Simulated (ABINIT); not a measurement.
CO2:

```
CELL_PARAMETERS angstrom
-1.97473 1.97473 3.01406
1.97473 -1.97473 3.01406
1.97473 1.97473 -3.01406
ATOMIC_POSITIONS crystal
O 0.87500 0.95980 0.58480
O 0.37500 0.29020 0.41520
O 0.04020 0.62500 0.91520
O 0.70980 0.12500 0.08480
C 0.00000 0.00000 0.00000
C 0.75000 0.25000 0.50000
```

The cell comes from a database or a generator and needn't be the stable form of this composition.

| Quantity | Value |
| --- | --- |
| Program | ABINIT 10.8.3 (patched build) |
| Task | relaxation of cell and atoms |
| Functional | LDA |
| Potentials or basis | JTH PAW LDA v2.0 |
| Cutoff | 626 eV |
| k mesh | 9 × 9 × 9 |
| Occupations | fermi-dirac, width 0.05 eV |
| Spin | no spin polarisation |

At the start: pressure -14.2 GPa; volume 7.84 Å³/atom.

Task: How do energy, volume and symmetry change on relaxing?

Result: Over 11 steps the energy falls by 19.7 meV/atom and the volume is 7.36 Å³/atom (-6.0 %); space group I-42d (No. 122, to 0.05 Å).

Step by step:
| step | energy change (eV) | largest force (eV/Å) | pressure (GPa) | volume (Å³) |
| --- | --- | --- | --- | --- |
| 1 | 0.0000 | 0.5913 | -14.20 | 47.01 |
| 2 | -0.1073 | 0.1747 | -1.49 | 45.00 |
| 3 | -0.1108 | 0.2043 | -0.30 | 44.75 |
| 4 | -0.1158 | 0.1461 | 0.77 | 44.37 |
| 5 | -0.1170 | 0.0631 | 0.39 | 44.29 |
| 6 | -0.1173 | 0.0220 | -0.03 | 44.30 |
| 7 | -0.1176 | 0.0026 | -0.29 | 44.30 |
| 8 | -0.1179 | 0.0218 | -0.43 | 44.27 |
| 9 | -0.1181 | 0.0167 | -0.26 | 44.21 |
| 10 | -0.1181 | 0.0044 | -0.06 | 44.18 |
| 11 | -0.1181 | 0.0004 | 0.00 | 44.17 |

Final structure:
```cif
data_structure
_symmetry_space_group_name_H-M 'P 1'
_symmetry_Int_Tables_number 1
_cell_length_a 4.0216
_cell_length_b 4.0216
_cell_length_c 4.0216
_cell_angle_alpha 122.432
_cell_angle_beta 122.432
_cell_angle_gamma 85.837
_cell_volume 44.17
loop_
_atom_site_label
_atom_site_type_symbol
_atom_site_fract_x
_atom_site_fract_y
_atom_site_fract_z
_atom_site_occupancy
O1 O 0.87500 0.95674 0.58174 1
O2 O 0.37500 0.29326 0.41826 1
O3 O 0.04326 0.62500 0.91826 1
O4 O 0.70674 0.12500 0.08174 1
C1 C 0.00000 0.00000 0.00000 1
C2 C 0.75000 0.25000 0.50000 1
```

Caveat: the atomic spheres overlap.
